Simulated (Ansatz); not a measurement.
# MnSb (Fm-3m) in Ansatz: settings compared

The runs below take MnSb through single point, with PBEsol, LDA.

Everything below comes from runs of Ansatz 0.2.0. Logs are shortened: lines on timing, memory, paths and dates and some standing lists are left out, and cuts for length are marked.

### 1 Starting point

It takes space group Fm-3m (No. 225, cubic). The conventional cell has a = 5.590 Å, b = 5.590 Å, c = 5.590 Å, α = 90.00°, β = 90.00°, γ = 90.00°. Sb (site symmetry m-3m) is surrounded by 6 Mn at 2.80 Å. Around Mn (site symmetry m-3m) lie 6 Sb at 2.80 Å.

The cell comes from a database or a generator and needn't be the stable form of this composition.

### 2 Single point, PBEsol, collinear spin, ferromagnetic start

input.yaml

```yaml
crystal:
  lattice:
    - [0.0, 2.795016, 2.795016]
    - [2.795016, 0.0, 2.795016]
    - [2.795016, 2.795016, 0.0]
  atoms:
    - { symbol: Sb, position: [0.5, 0.5, 0.5] }
    - { symbol: Mn, position: [0.0, 0.0, 0.0], spin: 4.0 }
kpoints:
  mp_grid: { grid: [8, 8, 8] }
scf:
  occupations: { method: gaussian, width: 0.02 }
hamiltonian:
  xc: pbesol
  pseudopotentials: { kind: all_electron, lapw: { basis_error: 0.001 } }
magnetization:
  spin_polarized: true
output:
  forces: true
  stress: true
  eigenvalues: true
```

Potentials or basis: all-electron LAPW, scalar-relativistic.

Run with:

```console
$ ansatz run input.yaml --threads 2 --pin off --max-ram 6144MiB --backend cpu --events-out ev --progress --plain --runs-dir out
```

What it wrote:

```text
Warning: RAYON_NUM_THREADS=2 ignored (pool sized by the plan → 2); use --threads N
LAPW: plane waves up to 7.968 Å⁻¹, error target 1.0e-3 eV per atom; small_component_spin mean_spin; Mn in spheres of 1.369 Å, 15 of its electrons in bands, Dirac shells []; Sb in spheres of 1.426 Å, 23 of its electrons in bands, Dirac shells [] (how accurate: hamiltonian.pseudopotentials.lapw.basis_error, Limitations)
Engine: ansatz 0.2.0, aarch64-unknown-linux-gnu
Pseudopotentials: kind: all_electron
Pseudopotential: Sb, LAPW, valence charge 23, lapw/all_electron/scalar/gaussian/Sb, Koelling and Harmon's equation, gaussian nucleus
Pseudopotential: Mn, LAPW, valence charge 15, lapw/all_electron/scalar/gaussian/Mn, Koelling and Harmon's equation, gaussian nucleus
Functional definition: PBEsol
  exchange = pbesol_x
  correlation = pbesol_c
Crystal: 2 atoms, lattice volume = 43.670 Å³
Basis set: ecut = 241.92025347342513 eV, 339 PW (Γ), exchange–correlation at level 2
Bands: 26, of which v1, the nominal top of the filled ones, is band 19 counted from 1 (18 counted from 0)
Symmetry: 48 space group operations
Space group: Fm-3m (ITA 225), of the structure as read, at distance tolerance 3.5e-5 Å
Magnetic group: BNS 225.116 (UNI 1618), of the structure as read, at distance tolerance 3.5e-5 Å
k-points: 29 of 512
Non-local potential: Sb, projectors of the file, none
Non-local potential: Mn, projectors of the file, none
Initial density: superposition of atomic densities (chi_scale 0.1, normalization cell)
Starting moments: Σ|m| = 4 μB on 1 of 2 sites
Initial wavefunctions: plane waves of lowest kinetic energy (no species holds an atomic orbital)
Functional: x = pbesol(κ = 0.804, μ = 0.12345679012345678), c = pbesol(β = 0.046)
iter 1 solved again at ethr=2.17e-4 eV; its pass at ethr=1.00e-1 eV (dr2=8.25e-2 eV) is discarded
SCF iter   1: F=—  HF=-207789.362314 eV  |F-HF|=—  |Δ(HF+E_count)|=         —  Δρ=8.61e-3 (↑8.61e-3 ↓6.27e-3)  dr2=8.21e-2  dr2_m=7.37e-3  M=3.859 μB ∫|m|=4.099 μB  β_m=0.30  ethr=2.17e-4  ⟨swp⟩=2.9  Hψ=10445  notcnv=0
Mixer restart at iter 1: flushing history
preconditioner: auto → none  [insulator: Δε(μ)=0.074 eV  Ē_g=8.548 eV  σ=0.020 eV  W_gap=0.97  n_scr=14 (ndim 8)  ℏωp=19.5 eV  f_vac=0.000  D(μ)=0.32/eV (n_scr^D=0)  ε∞_Penn≈6.2]
SCF iter   2: F=—  HF=-207789.368398 eV  |F-HF|=—  |Δ(HF+E_count)|=   6.08e-3  Δρ=5.91e-3 (↑3.49e-3 ↓5.91e-3)  dr2=1.72e-2  dr2_m=4.00e-3  M=3.859 μB ∫|m|=4.120 μB  β_m=0.30  ethr=2.16e-4  ⟨swp⟩=2.7  Hψ=4713  notcnv=0
preconditioner: auto → Kerker (q_TF=auto, 2.666 Å⁻¹)  [metal: Δε(μ)=0.020 eV  Ē_g=8.572 eV  σ=0.020 eV  W_gap=0.48  n_scr=14 (ndim 8)  ℏωp=19.5 eV  f_vac=0.000  D(μ)=2.04/eV (n_scr^D=14)]
spin=Collinear: Kerker preconditioning applied to the charge; magnetization (m = ρ↑ − ρ↓) channel mixes plain (no charge-response kernel on spin).
SCF iter   3: F=—  HF=-207789.368834 eV  |F-HF|=—  |Δ(HF+E_count)|=   4.36e-4  Δρ=4.35e-3 (↑3.01e-3 ↓4.35e-3)  dr2=1.02e-2  dr2_m=2.38e-3  M=3.859 μB ∫|m|=4.132 μB  β_m=0.54  ethr=4.53e-5  ⟨swp⟩=2.0  Hψ=4615  notcnv=0
SCF iter   4: F=—  HF=-207789.386418 eV  |F-HF|=—  |Δ(HF+E_count)|=         —  Δρ=1.38e-3 (↑8.59e-4 ↓1.38e-3)  dr2=2.30e-3  dr2_m=9.16e-5  M=3.859 μB ∫|m|=4.155 μB  β_m=0.54  ethr=2.68e-5  ⟨swp⟩=2.5  Hψ=4680  notcnv=0
Mixer restart at iter 4: flushing history
the basis was enlarged: its passes take 439.7 KiB over the memory plan, 2 of 2 planned eigensolver slots
SCF iter   5: F=—  HF=-207789.387287 eV  |F-HF|=—  |Δ(HF+E_count)|=   8.69e-4  Δρ=8.99e-4 (↑6.26e-4 ↓8.99e-4)  dr2=1.30e-3  dr2_m=2.43e-5  M=3.859 μB ∫|m|=4.157 μB  β_m=0.74  ethr=6.06e-6  ⟨swp⟩=2.0  Hψ=4232  notcnv=0
SCF iter   6: F=—  HF=-207789.388106 eV  |F-HF|=—  |Δ(HF+E_count)|=   8.19e-4  Δρ=4.54e-4 (↑4.28e-4 ↓4.54e-4)  dr2=5.85e-4  dr2_m=1.53e-6  M=3.859 μB ∫|m|=4.157 μB  β_m=0.62  ethr=3.42e-6  ⟨swp⟩=2.0  Hψ=4320  notcnv=0
SCF iter   7: F=—  HF=-207789.388038 eV  |F-HF|=—  |Δ(HF+E_count)|=   6.76e-5  Δρ=2.04e-4 (↑2.04e-4 ↓1.96e-4)  dr2=1.23e-4  dr2_m=2.15e-7  M=3.859 μB ∫|m|=4.158 μB  β_m=0.60  ethr=1.54e-6  ⟨swp⟩=2.0  Hψ=4223  notcnv=0
SCF iter   8: F=—  HF=-207789.388048 eV  |F-HF|=—  |Δ(HF+E_count)|=   9.35e-6  Δρ=1.33e-4 (↑1.33e-4 ↓9.27e-5)  dr2=3.78e-5  dr2_m=8.37e-7  M=3.859 μB ∫|m|=4.158 μB  β_m=0.71  ethr=3.22e-7  ⟨swp⟩=2.0  Hψ=4226  notcnv=0
SCF iter   9: F=—  HF=-207789.388065 eV  |F-HF|=—  |Δ(HF+E_count)|=   1.77e-5  Δρ=4.13e-5 (↑4.13e-5 ↓3.81e-5)  dr2=4.22e-6  dr2_m=2.29e-8  M=3.859 μB ∫|m|=4.157 μB  β_m=0.85  ethr=9.96e-8  ⟨swp⟩=2.0  Hψ=4215  notcnv=0
iter 10 solved again at ethr=2.11e-10 eV; its pass at ethr=1.11e-8 eV (dr2=8.03e-8 eV) is discarded
SCF iter  10: F=—  HF=-207789.388067 eV  |F-HF|=—  |Δ(HF+E_count)|=   2.29e-6  Δρ=5.64e-6 (↑5.64e-6 ↓5.51e-6)  dr2=8.03e-8  dr2_m=4.58e-11  M=3.859 μB ∫|m|=4.157 μB  β_m=0.82  ethr=2.11e-10  ⟨swp⟩=2.0  Hψ=7176  notcnv=0
SCF iter  11: F=-207789.388067 eV  HF=-207789.388067 eV  |F-HF|=2.70e-8  |Δ(HF+E_count)|=  9.31e-10  Δρ=2.30e-6 (↑2.27e-6 ↓2.30e-6)  dr2=7.57e-9  dr2_m=8.27e-12  M=3.859 μB ∫|m|=4.157 μB  ethr=2.11e-10  ⟨swp⟩=2.0  Hψ=4215  notcnv=0
SCF 1 converged in 11 iterations: F = -207789.388067 eV  dr2 = 7.57e-9
SCF converged after 11 iterations
Magnetization: 3.8594 μB (20.9297 up, 17.0703 down)
Absolute magnetization: 4.1574 μB (∫|ρ↑−ρ↓|)
Spin contamination: 0.1586 ħ² per cell (⟨S²⟩ above its minimum at these occupations)
Per-site moments (μB) at R_I (Å): [(-0.11376087977518168, 1.4261088974376492), (3.8853179356468015, 1.3689070609133667)]
Free energy (F): -207789.388067 eV
Harris-Foulkes:  -207789.388067 eV  (|F-HF|=2.70e-8)
Internal energy: -207789.387676 eV  (E = F + TS)
E sigma→0 (E₀):  -207789.387872 eV
Entropy (-TS):   -0.000391 eV (-0.196 meV/atom)
Fermi energy:    13.650455 eV
--- Per-component energies (eV) ---
  E_band       = -1127.789143
  E_kinetic    = 217666.652998
  E_xc         = -5960.408112
  E_electrostatic = -419495.632562  (all electrons and nuclei)
  E_smearing   = -0.000391  (= −TS)
  E_closure    = 0.000000  (closes the sum)
  E_atoms      = -207775.225454  (free atoms, spherical and without spin; not in F)
  Σ components = -207789.388067   (vs F -207789.388067, Δ=0.00e0)
  Basis errors (estimates in eV, not in F): energy 3.8e-4 per atom: plane waves 3.2e-4 (1.8e-4 summed), levels above the bands 0.0e0, relativity 1.8e-8, radial functions 5.3e-5, core shells 7.7e-9; eigenvalues (radial functions only) 2.6e-6; not estimated: angular momenta, meshes, grids; target (lapw.basis_error) 1.0e-3; muffin-tin radii Mn 1.369 Å, Sb 1.426 Å
--- Forces (eV/Å), atoms counted from 1 ---
  atom   1  Sb     0.00000000     0.00000000     0.00000000
  atom   2  Mn    -0.00000000    -0.00000000     0.00000000
  max |Σ_I F_I| component: 1.73e-31 eV/Å
--- Stress (GPa, compression-positive) ---
       -4.074457       0.000000       0.000000
        0.000000      -4.074457       0.000000
        0.000000       0.000000      -4.074457
  P = ⅓ Tr σ = -4.0745 GPa (-40.745 kbar)
--- Band table (eV; the first three rows and the last of 58) ---
  k-point 0 ↑: bands = ["-130.0019", "-83.0270", "-83.0270", "-83.0270", "-67.5039", "-36.3812", "-36.3812", "-36.3812", "-14.9608", "-14.9608", "-14.9318", "-14.9318", "-14.9318", "2.1526", "10.6758", "10.6758", "10.6758", "10.9142", "10.9142", "14.9813", "14.9813", "14.9813", "18.5881", "21.7506", "21.9835", "21.9835"]
  k-point 1 ↑: bands = ["-130.0019", "-83.0270", "-83.0270", "-83.0270", "-67.5039", "-36.3817", "-36.3813", "-36.3813", "-14.9602", "-14.9602", "-14.9312", "-14.9304", "-14.9304", "2.3587", "10.5545", "10.6541", "10.6541", "10.8237", "10.8237", "13.6767", "15.1729", "15.1729", "19.3361", "20.9458", "21.7018", "21.7018"]
  k-point 2 ↑: bands = ["-130.0019", "-83.0270", "-83.0270", "-83.0270", "-67.5039", "-36.3829", "-36.3816", "-36.3816", "-14.9588", "-14.9588", "-14.9298", "-14.9267", "-14.9267", "2.9526", "9.9035", "10.3721", "10.3721", "10.8865", "10.8865", "12.0454", "15.6232", "15.6232", "18.6713", "20.2911", "20.2911", "22.0272"]
  k-point 28 ↓: bands = ["-130.0067", "-83.0328", "-83.0328", "-83.0328", "-63.5283", "-32.4764", "-32.4764", "-32.4757", "-14.9791", "-14.9697", "-14.9483", "-14.9483", "-14.9364", "4.8784", "10.1248", "10.1248", "10.7813", "14.4050", "14.6799", "14.6799", "14.9087", "15.0018", "20.3767", "20.9782", "22.0857", "22.0857"]
```

Run time: 13 s. Hardware: 2 threads of Arm Neoverse V1, shared host; peak memory 0.41 GiB.

What came out:

```yaml
Free_energy: -207789.3881 eV
Pressure: -4.1 GPa
Band_gap_on_the_k_mesh: none (metal or under the smearing width)
Net_moment: 3.86 μB per cell
Absolute_moment: 4.16 μB per cell
Site_moments: Sb -0.11; Mn +3.89 μB
```

Caveat: a cell with one magnetic atom can't hold antiferromagnetic order, which such compounds often take. Spin-orbit coupling is left out, which matters for the levels of Sb.

### 3 Single point, LDA, collinear spin, ferromagnetic start

Edit input.yaml of step 2 so:

```diff
@@ -13,3 +13,3 @@
 hamiltonian:
-  xc: pbesol
+  xc: lda
   pseudopotentials: { kind: all_electron, lapw: { basis_error: 0.001 } }
```

Potentials or basis: all-electron LAPW, scalar-relativistic.

Run with:

```console
$ ansatz run input.yaml --threads 2 --pin off --max-ram 6144MiB --backend cpu --events-out ev --progress --plain --runs-dir out
```

Run time: 12 s. Hardware: 2 threads of Arm Neoverse V1, shared host; peak memory 0.4 GiB.

It converged, with:

```yaml
Free_energy: -207689.5077 eV
Pressure: -7.5 GPa
Band_gap_on_the_k_mesh: none (metal or under the smearing width)
Net_moment: 3.75 μB per cell
Absolute_moment: 4.00 μB per cell
Site_moments: Sb -0.09; Mn +3.76 μB
```

Levels at points of the mesh, in eV from the Fermi level:
Spin up:
| k point | band 19 | band 20 | band 21 | band 22 | band 23 | band 24 |
| --- | --- | --- | --- | --- | --- | --- |
| (0.00, 0.00, 0.00) | -2.60 | 1.28 | 1.28 | 1.28 | 4.90 | 8.22 |
| (0.00, 0.00, -0.50) | -2.40 | -2.08 | 2.77 | 2.77 | 4.06 | 4.99 |
| (0.00, -0.50, -0.50) | -2.28 | -1.55 | -1.47 | -1.47 | 1.00 | 5.03 |
Spin down:
```csv
k point,band 14,band 15,band 16,band 17,band 18,band 19,band 20,band 21
"(0.00, 0.00, 0.00)",-11.37,0.14,0.14,0.14,0.18,0.18,1.40,1.40
"(0.00, 0.00, -0.50)",-9.32,-5.43,-1.78,-1.78,0.79,0.79,0.97,4.20
"(0.00, -0.50, -0.50)",-8.98,-4.38,-1.26,-1.26,-0.76,0.49,0.94,1.04
```

Caveat: a cell with one magnetic atom can't hold antiferromagnetic order, which such compounds often take. Spin-orbit coupling is left out, which matters for the levels of Sb.

### 4 Single point, PBEsol, collinear spin, ferromagnetic start

Edit input.yaml of step 3 so:

```diff
@@ -11,5 +11,5 @@
 scf:
-  occupations: { method: gaussian, width: 0.02 }
+  occupations: { method: gaussian, width: 0.1 }
 hamiltonian:
-  xc: lda
+  xc: pbesol
   pseudopotentials: { kind: all_electron, lapw: { basis_error: 0.001 } }
```

Run with:

```console
$ ansatz run input.yaml --threads 2 --pin off --max-ram 6144MiB --backend cpu --events-out ev --progress --plain --runs-dir out
```

Wall time 13 s (2 threads of Arm Neoverse V1, shared host); peak memory 0.42 GiB.

It converged, with:

```
Free energy            : -207789.3908 eV
Pressure               : -4.1 GPa
Band gap on the k mesh : none (metal or under the smearing width)
Net moment             : 3.84 μB per cell
Absolute moment        : 4.15 μB per cell
Site moments           : Sb -0.11; Mn +3.87 μB
```

Levels at points of the mesh, in eV from the Fermi level:
Spin up:
| k point | band 17 | band 18 | band 19 | band 20 | band 21 | band 22 | band 23 | band 24 | band 25 | band 26 |
| --- | --- | --- | --- | --- | --- | --- | --- | --- | --- | --- |
| (0.00, 0.00, 0.00) | -2.98 | -2.74 | -2.74 | 1.32 | 1.32 | 1.32 | 4.93 | 8.09 | 8.33 | 8.33 |
| (0.00, 0.00, -0.50) | -3.67 | -2.60 | -2.60 | -2.27 | 2.77 | 2.77 | 4.00 | 4.88 | 4.88 | 7.89 |
| (0.00, -0.50, -0.50) | -2.55 | -2.49 | -2.49 | -1.68 | -1.49 | -1.49 | 0.93 | 4.88 | 12.46 | 12.46 |
Spin down:
```csv
k point,band 14,band 15,band 16,band 17,band 18,band 19,band 20,band 21
"(0.00, 0.00, 0.00)",-11.39,0.23,0.23,0.30,0.30,0.30,1.37,1.37
"(0.00, 0.00, -0.50)",-9.32,-5.47,-1.77,-1.77,0.97,0.97,1.16,4.21
"(0.00, -0.50, -0.50)",-8.95,-4.48,-1.32,-1.32,-0.67,0.54,1.02,1.25
```

Caveat: a cell with one magnetic atom can't hold antiferromagnetic order, which such compounds often take. The run has no spin-orbit coupling, so splittings on Sb are missing.

### 5 Overview

```tsv
level	smearing	gap on the mesh (eV)	pressure (GPa)	moment (μB)
PBEsol	gaussian 0.02 eV	none	-4.1	3.86
LDA	gaussian 0.02 eV	none	-7.5	3.75
PBEsol	gaussian 0.1 eV	none	-4.1	3.84
```

Alike in all rows: task single point; potentials or basis all-electron LAPW, scalar-relativistic; spin collinear, ferromagnetic start; cell as given; k mesh 8 × 8 × 8; cutoff (eV) 242; basis error allowed 0.001 eV/atom.

Every run on the cell as given and a fine mesh finds a metal. The pressure there spans -7.5 GPa (LDA) to -4.1 GPa (PBEsol); a positive pressure means that this level wants a larger cell, a negative one a smaller.

Caveats: a cell with one magnetic atom can't hold antiferromagnetic order, which such compounds often take.

Compare energies only between runs with the same functional and basis.
